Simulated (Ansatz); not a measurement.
# FeO (Wuestite) (R-3m) in Ansatz: reference runs

How does FeO (Wuestite) come out in PBEsol? The cell is run as given and disturbed.

Everything below comes from runs of Ansatz 0.2.0. Logs are shortened: lines on timing, memory, paths and dates and some standing lists are left out, and cuts for length are marked.

### 1 Starting point

The structure is trigonal, space group R-3m (No. 166). Conventional cell: a = 3.038 Å, b = 3.038 Å, c = 7.559 Å, α = 90.00°, β = 90.00°, γ = 120.00°. Around Fe (site symmetry -3m) lie 6 O at 2.16 Å. O (site symmetry -3m) has 6 Fe at 2.16 Å as nearest neighbours.

### 2 Single point, PBEsol, collinear spin, ferromagnetic start

Contents of input.yaml:

```yaml
crystal:
  lattice:
    - [1.5188209023, 0.8768916568, 2.5195772846]
    - [-1.5188209023, 0.8768916568, 2.5195772846]
    - [0.0, -1.7537833136, 2.5195772846]
  atoms:
    - { symbol: Fe, position: [0.0, 0.0, 0.0], spin: 3.0 }
    - { symbol: O, position: [0.5, 0.5, 0.5] }
kpoints:
  mp_grid: { grid: [11, 11, 11] }
scf:
  occupations: { method: fermi_dirac, width: 0.05 }
hamiltonian:
  xc: pbesol
  pseudopotentials: { kind: all_electron, lapw: { basis_error: 0.001 } }
magnetization:
  spin_polarized: true
output:
  forces: true
  stress: true
  eigenvalues: true
  populations: true
```

Potentials or basis: all-electron LAPW, scalar-relativistic.

Run with:

```bash
$ ansatz run input.yaml --threads 2 --pin off --max-ram 6144MiB --backend cpu --events-out ev --progress --plain --runs-dir out
```

Standard output:

```text
Warning: RAYON_NUM_THREADS=2 ignored (pool sized by the plan → 2); use --threads N
Fe: projections on atomic orbitals take those of the free atom 1s2 2s2 2p6 3s2 3p6 3d6 4s2, of charge +0.00 (hamiltonian.pseudopotentials.projection_atoms)
O: projections on atomic orbitals take those of the free atom 1s2 2s2 2p4, of charge +0.00 (hamiltonian.pseudopotentials.projection_atoms)
LAPW: plane waves up to 9.553 Å⁻¹, error target 1.0e-3 eV per atom; small_component_spin mean_spin; O in spheres of 0.983 Å, 8 of its electrons in bands, Dirac shells []; Fe in spheres of 1.177 Å, 16 of its electrons in bands, Dirac shells [] (how accurate: hamiltonian.pseudopotentials.lapw.basis_error, Limitations)
Engine: ansatz 0.2.0, aarch64-unknown-linux-gnu
Pseudopotentials: kind: all_electron
Pseudopotential: Fe, LAPW, valence charge 16, lapw/all_electron/scalar/gaussian/Fe, Koelling and Harmon's equation, gaussian nucleus
Pseudopotential: O, LAPW, valence charge 8, lapw/all_electron/scalar/gaussian/O, Koelling and Harmon's equation, gaussian nucleus
Functional definition: PBEsol
  exchange = pbesol_x
  correlation = pbesol_c
Crystal: 2 atoms, lattice volume = 20.134 Å³
Basis set: ecut = 347.7288825373322 eV, 289 PW (Γ), exchange–correlation at level 2
Bands: 18, of which v1, the nominal top of the filled ones, is band 12 counted from 1 (11 counted from 0)
Symmetry: 12 space group operations
Space group: R-3m (ITA 166), of the structure as read, at distance tolerance 2.7e-5 Å
Magnetic group: BNS 166.97 (UNI 1327), of the structure as read, at distance tolerance 2.7e-5 Å
k-points: 146 of 1331
Non-local potential: Fe, projectors of the file, none
Non-local potential: O, projectors of the file, none
Initial density: superposition of atomic densities (chi_scale 0.1, normalization cell, long waves kept (reshape's long-wave potential 0.00 eV rms))
Starting moments: Σ|m| = 3 μB on 1 of 2 sites
Initial wavefunctions: plane waves of lowest kinetic energy (no species holds an atomic orbital)
Functional: x = pbesol(κ = 0.804, μ = 0.12345679012345678), c = pbesol(β = 0.046)
iter 1 solved again at ethr=6.89e-3 eV; its pass at ethr=1.00e-1 eV (dr2=1.65e0 eV) is discarded
SCF iter   1: F=—  HF=-36644.406805 eV  |F-HF|=—  |Δ(HF+E_count)|=         —  Δρ=6.19e-2 (↑5.37e-2 ↓6.19e-2)  dr2=1.65e0  dr2_m=2.87e-1  M=4.004 μB ∫|m|=4.004 μB  β_m=0.30  ethr=6.89e-3  ⟨swp⟩=2.0  Hψ=34217  notcnv=0
Mixer restart at iter 1: flushing history
preconditioner: auto → none  [metal: Δε(μ)=0.005 eV  Ē_g=13.955 eV  σ=0.050 eV  W_gap=0.03  n_scr=8 (ndim 8)  ℏωp=31.0 eV  f_vac=0.000  D(μ)=1.35/eV (n_scr^D=14)  sad-step TF]
SCF iter   2: F=—  HF=-36643.537071 eV  |F-HF|=—  |Δ(HF+E_count)|=   8.70e-1  Δρ=3.32e-2 (↑3.32e-2 ↓3.27e-2)  dr2=3.81e-1  dr2_m=1.28e-1  M=4.001 μB ∫|m|=4.002 μB  β_m=0.48  ethr=6.88e-3  ⟨swp⟩=2.0  Hψ=15476  notcnv=0
SCF iter   3: F=—  HF=-36643.491674 eV  |F-HF|=—  |Δ(HF+E_count)|=   4.54e-2  Δρ=1.90e-2 (↑1.72e-2 ↓1.90e-2)  dr2=2.55e-1  dr2_m=1.42e-2  M=4.002 μB ∫|m|=4.006 μB  β_m=0.49  ethr=1.59e-3  ⟨swp⟩=2.0  Hψ=15755  notcnv=0
iter 4 solved again at ethr=9.56e-6 eV; its pass at ethr=1.06e-3 eV (dr2=2.30e-3 eV) is discarded
SCF iter   4: F=—  HF=-36643.402176 eV  |F-HF|=—  |Δ(HF+E_count)|=         —  Δρ=3.73e-3 (↑3.73e-3 ↓3.57e-3)  dr2=2.29e-3  dr2_m=1.55e-3  M=4.001 μB ∫|m|=4.008 μB  β_m=0.49  ethr=9.56e-6  ⟨swp⟩=2.0  Hψ=25568  notcnv=0
Mixer restart at iter 4: flushing history
the basis was enlarged: its passes take 725.4 KiB over the memory plan, 2 of 2 planned eigensolver slots
SCF iter   5: F=—  HF=-36643.404364 eV  |F-HF|=—  |Δ(HF+E_count)|=   2.19e-3  Δρ=3.09e-3 (↑3.09e-3 ↓1.26e-3)  dr2=4.54e-3  dr2_m=2.64e-4  M=4.001 μB ∫|m|=4.010 μB  β_m=0.47  ethr=9.56e-6  ⟨swp⟩=3.0  Hψ=16768  notcnv=0
SCF iter   6: F=—  HF=-36643.402089 eV  |F-HF|=—  |Δ(HF+E_count)|=   2.28e-3  Δρ=1.35e-3 (↑1.35e-3 ↓1.23e-3)  dr2=1.82e-4  dr2_m=2.36e-4  M=4.001 μB ∫|m|=4.010 μB  β_m=0.57  ethr=9.56e-6  ⟨swp⟩=2.5  Hψ=14401  notcnv=0
SCF iter   7: F=—  HF=-36643.402722 eV  |F-HF|=—  |Δ(HF+E_count)|=   6.34e-4  Δρ=2.56e-4 (↑9.58e-5 ↓2.56e-4)  dr2=1.57e-5  dr2_m=4.16e-6  M=4.001 μB ∫|m|=4.011 μB  β_m=0.79  ethr=7.60e-7  ⟨swp⟩=2.9  Hψ=15198  notcnv=0
SCF iter   8: F=—  HF=-36643.402728 eV  |F-HF|=—  |Δ(HF+E_count)|=   6.11e-6  Δρ=3.55e-5 (↑2.52e-5 ↓3.55e-5)  dr2=5.56e-7  dr2_m=7.99e-9  M=4.001 μB ∫|m|=4.011 μB  β_m=0.67  ethr=6.52e-8  ⟨swp⟩=2.0  Hψ=14188  notcnv=0
SCF iter   9: F=—  HF=-36643.402726 eV  |F-HF|=—  |Δ(HF+E_count)|=   2.83e-6  Δρ=1.97e-5 (↑1.03e-5 ↓1.97e-5)  dr2=1.56e-7  dr2_m=6.65e-9  M=4.001 μB ∫|m|=4.011 μB  β_m=0.63  ethr=2.32e-9  ⟨swp⟩=3.0  Hψ=15298  notcnv=0
SCF iter  10: F=—  HF=-36643.402726 eV  |F-HF|=—  |Δ(HF+E_count)|=   1.14e-7  Δρ=3.85e-6 (↑2.38e-6 ↓3.85e-6)  dr2=4.13e-9  dr2_m=7.20e-10  M=4.001 μB ∫|m|=4.011 μB  β_m=0.82  ethr=6.50e-10  ⟨swp⟩=2.2  Hψ=14315  notcnv=0
SCF iter  11: F=-36643.402726 eV  HF=-36643.402726 eV  |F-HF|=3.64e-11  |Δ(HF+E_count)|=   1.81e-8  Δρ=4.04e-7 (↑1.89e-7 ↓4.04e-7)  dr2=2.80e-11  dr2_m=1.18e-11  M=4.001 μB ∫|m|=4.011 μB  ethr=1.72e-11  ⟨swp⟩=3.0  Hψ=14993  notcnv=0
SCF 1 converged in 11 iterations: F = -36643.402726 eV  dr2 = 2.80e-11
SCF converged after 11 iterations
Magnetization: 4.0013 μB (14.0007 up, 9.9993 down)
Absolute magnetization: 4.0115 μB (∫|ρ↑−ρ↓|)
Spin contamination: 0.0112 ħ² per cell (⟨S²⟩ above its minimum at these occupations)
Per-site moments (μB) at R_I (Å): [(3.6179487627249998, 1.1766164042340657), (0.32388108962762585, 0.9827407212421572)]
Free energy (F): -36643.402726 eV
Harris-Foulkes:  -36643.402726 eV  (|F-HF|=3.64e-11)
Internal energy: -36643.391249 eV  (E = F + TS)
E sigma→0 (E₀):  -36643.396987 eV
Entropy (-TS):   -0.011477 eV (-5.739 meV/atom)
Fermi energy:    14.483121 eV
--- Per-component energies (eV) ---
  E_band       = -1250.089526
  E_kinetic    = 37108.157793
  E_xc         = -1716.495751
  E_electrostatic = -72035.053291  (all electrons and nuclei)
  E_smearing   = -0.011477  (= −TS)
  E_closure    = 0.000000  (closes the sum)
  E_atoms      = -36626.719027  (free atoms, spherical and without spin; not in F)
  Σ components = -36643.402726   (vs F -36643.402726, Δ=0.00e0)
  Basis errors (estimates in eV, not in F): energy 3.6e-4 per atom: plane waves 3.2e-4 (1.8e-4 summed), levels above the bands 5.4e-127, relativity 4.4e-8, radial functions 3.6e-5, core shells 2.2e-8; eigenvalues (radial functions only) 5.5e-5; not estimated: angular momenta, meshes, grids; target (lapw.basis_error) 1.0e-3; muffin-tin radii O 0.983 Å, Fe 1.177 Å
--- Forces (eV/Å), atoms counted from 1 ---
  atom   1  Fe     0.00000000     0.00000000    -0.00000000
  atom   2  O      0.00000000     0.00000000    -0.00000000
  max |Σ_I F_I| component: 8.68e-30 eV/Å
--- Stress (GPa, compression-positive) ---
       -9.158829       0.000000       0.000000
        0.000000      -9.158829       0.000000
        0.000000       0.000000     -10.140385
  P = ⅓ Tr σ = -9.4860 GPa (-94.860 kbar)
--- Band table (eV; the first three rows and the last of 292) ---
  k-point 0 ↑: bands = ["-491.0487", "-75.1149", "-41.2864", "-41.2724", "-41.2724", "-6.2260", "10.5206", "10.5638", "10.6220", "10.6220", "10.6282", "10.6282", "10.8151", "10.8151", "14.3666", "29.4518", "30.9463", "31.3535"]
  k-point 1 ↑: bands = ["-491.0487", "-75.1144", "-41.2874", "-41.2763", "-41.2731", "-6.1424", "9.7115", "9.7866", "9.8568", "10.6597", "10.7021", "10.9768", "11.5733", "11.6039", "14.9602", "28.1949", "30.7402", "31.0768"]
  k-point 2 ↑: bands = ["-491.0487", "-75.1133", "-41.2925", "-41.2841", "-41.2747", "-5.9099", "8.4550", "9.0260", "9.1070", "10.8258", "10.8697", "11.1905", "12.4393", "12.4547", "16.1544", "26.2095", "29.7532", "30.0215"]
  k-point 145 ↓: bands = ["-490.7604", "-70.9960", "-37.3135", "-37.2640", "-37.2609", "-4.4874", "6.4979", "9.2416", "9.3654", "14.7940", "14.8609", "15.0240", "16.8300", "17.1618", "19.5364", "23.6019", "27.1265", "28.0237"]
--- Löwdin populations: 2 sites ---
  site symbol       q [e]    m [muB]
     0     Fe     24.8560     3.6259
     1      O      9.0053     0.3821
  spilling = 0.004080 (of n_electrons = 34.000000)
```

Run time: 25 s. Hardware: 2 threads of Arm Neoverse V2, shared host; peak memory 0.63 GiB.

What came out:

| Item | Value |
| --- | --- |
| Free energy | -36643.4027 eV |
| Pressure | -9.5 GPa |
| Band gap on the k mesh | none (metal or under the smearing width) |
| Net moment | 4.00 μB per cell |
| Absolute moment | 4.01 μB per cell |
| Site moments | Fe +3.62; O +0.32 μB |
| Loewdin charges | Fe +1.14; O -1.01 e |

Levels at points of the mesh, in eV from the Fermi level:
Spin up:
```tsv
k point	band 10	band 11	band 12	band 13	band 14	band 15	band 16	band 17	band 18
(0.00, 0.00, 0.00)	-3.86	-3.85	-3.85	-3.67	-3.67	-0.12	14.97	16.46	16.87
```
Spin down:
```tsv
k point	band 8	band 9	band 10	band 11	band 12	band 13
(0.00, 0.00, 0.00)	-3.28	-3.28	-0.80	-0.71	-0.71	0.15
```

Caveat: the atomic charges don't sum to the cell's charge; a cell with one magnetic atom can't hold antiferromagnetic order, which such compounds often take; semilocal functionals often make such compounds metallic where correlation or magnetic order opens a gap, which also shifts bond lengths.

### 3 Single point, PBEsol, collinear spin, ferromagnetic start (atoms moved at random, drawn with an rms of 0.05 Å)

Changes to input.yaml since step 2:

```diff
@@ -6,4 +6,4 @@
   atoms:
-    - { symbol: Fe, position: [0.0, 0.0, 0.0], spin: 3.0 }
-    - { symbol: O, position: [0.5, 0.5, 0.5] }
+    - { symbol: Fe, position: [0.003491, 0.000593, 0.001933], spin: 3.0 }
+    - { symbol: O, position: [0.481737, 0.518633, 0.481488] }
 kpoints:
```

Potentials or basis: all-electron LAPW, scalar-relativistic.

Run with:

```bash
$ ansatz run input.yaml --threads 2 --pin off --max-ram 6144MiB --backend cpu --events-out ev --progress --plain --runs-dir out
```

Run time: 3 min. Hardware: 2 threads of Arm Neoverse V2, shared host; peak memory 1.6 GiB.

It converged, with:

| Property | Result |
| --- | --- |
| Free energy | -36643.3929 eV |
| Pressure | -8.8 GPa |
| Largest force | 0.226 eV/Å |
| Band gap on the k mesh | none (metal or under the smearing width) |
| Net moment | 4.00 μB per cell |
| Absolute moment | 4.01 μB per cell |
| Site moments | Fe +3.59; O +0.32 μB |
| Loewdin charges | Fe +1.14; O -1.00 e |

Forces on the atoms (eV/Å):
```
Fe  -0.146  0.079 -0.153
O    0.146 -0.079  0.153
```

Stress tensor (GPa, compression positive):
```
-8.11 -0.64  0.86
-0.64 -8.83 -0.50
 0.86 -0.50 -9.53
```

Levels at points of the mesh, in eV from the Fermi level:
Spin up:
```
           k point  band 10  band 11  band 12  band 13  band 14  band 15  band 16  band 17  band 18
(0.00, 0.00, 0.00)    -3.86    -3.66    -3.53    -3.47    -3.16    -0.12    14.92    16.46    16.83
```
Spin down:
```tsv
k point	band 7	band 8	band 9	band 10	band 11	band 12	band 13	band 14
(0.00, 0.00, 0.00)	-3.47	-3.37	-3.34	-0.75	-0.67	-0.62	0.16	0.27
```

Caveat: the atomic charges don't sum to the cell's charge; a cell with one magnetic atom can't hold antiferromagnetic order, which such compounds often take; semilocal functionals often make such compounds metallic where correlation or magnetic order opens a gap, which also shifts bond lengths.
